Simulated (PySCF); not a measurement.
- PBE0/pcSseg-1 with gauge-including orbitals
- geometry: GFN2-xTB
- code: PySCF 2.14
- one averaged value for each set of equivalent atoms, no solvent model, a single conformation, non-relativistic

References, each an isolated molecule treated in the same way: TMS for ¹H and ¹³C. Shifts are as computed. Against solution values, carbons near 30 ppm lie about +3 ppm off and those near 130 ppm about +5 ppm. Of 1211 compounds with measured shifts, 218 miss one by over three times the rms of a fit or turn the order of signals round; such compounds aren't used in these exercises. OH and NH positions are gas-phase values without hydrogen bonding to other molecules.

Problem. Order these molecules by the shift of their most shielded carbon, lowest δ first.
A. Cc1nncc(C#N)n1
B. N#Cc1c(F)c(F)c(F)c(F)c1F
C. Oc1ccccc1
D. C=C(CC)/C(F)=C/CN

Solution. D (18.7 ppm, methyl carbon), A (26.8 ppm, methyl carbon on an aromatic ring), B (95.6 ppm, substituted aromatic carbon), C (118.7 ppm, aromatic CH).

Problem. Order these molecules by the shift of their most shielded carbon-bound hydrogen, lowest δ first.
A. Oc1ccccc1
B. Cc1nncc(C#N)n1
C. C=C(CC)/C(F)=C/CN

Solution. C (1.20 ppm, hydrogen on a methyl carbon), B (3.28 ppm, hydrogen on a methyl carbon on an aromatic ring), A (6.95 ppm, hydrogen on an aromatic CH).

Problem. How many ¹³C and ¹H signals does each give (equivalence by symmetry and fast rotation, but not about amide C–N or C=N bonds)? `N#Cc1c(F)c(F)c(F)c(F)c1F`, `C=C(CC)/C(F)=C/CN`, `Oc1ccccc1`, `Cc1nncc(C#N)n1`

Solution. N#Cc1c(F)c(F)c(F)c(F)c1F: 5 C, 0 H; C=C(CC)/C(F)=C/CN: 7 C, 7 H; Oc1ccccc1: 4 C, 4 H; Cc1nncc(C#N)n1: 5 C, 2 H.
